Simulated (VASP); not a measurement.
Here is a VASP 6.6.1 calculation.

Contents of INCAR:

```
ALGO = Normal ; EDIFF = 1E-7
ENCUT = 520 ; GGA = PE
ISIF = 2 ; ISMEAR = -1
LASPH = True ; LCHARG = False
LREAL = False ; LWAVE = False
NBANDS = 26 ; NELM = 100
PREC = Accurate ; SIGMA = 0.05
```

Contents of KPOINTS:

```
k-points
0
Gamma
  6 6 6
```

Contents of POSCAR:

```
Si
1.0
   -3.3278250000      3.3278250000      3.3278250000
    3.3278250000     -3.3278250000      3.3278250000
    3.3278250000      3.3278250000     -3.3278250000
Si
8
Direct
    0.7031140000      0.7031140000      0.7031140000
    0.5000000000      0.0000000000      0.7968860000
    0.0000000000      0.7968860000      0.5000000000
    0.7968860000      0.5000000000      0.0000000000
    0.2968860000      0.2968860000      0.2968860000
    0.5000000000      0.0000000000      0.2031140000
    0.0000000000      0.2031140000      0.5000000000
    0.2031140000      0.5000000000      0.0000000000
```

Potentials or basis: VASP PAW PBE potentials, release 64 (Si).

Command:

```sh
$ cat potpaw_PBE.64/Si/POTCAR > POTCAR
$ mpirun -np 1 vasp_std > vasp.out
```

(1) Estimate the largest force.

(2) Predict the band gap on the k mesh.

(3) What does it give for the pressure?

Results:

(1) 0.032 eV/Å.

(2) none (metal or under the smearing width).

(3) 0.0 GPa.
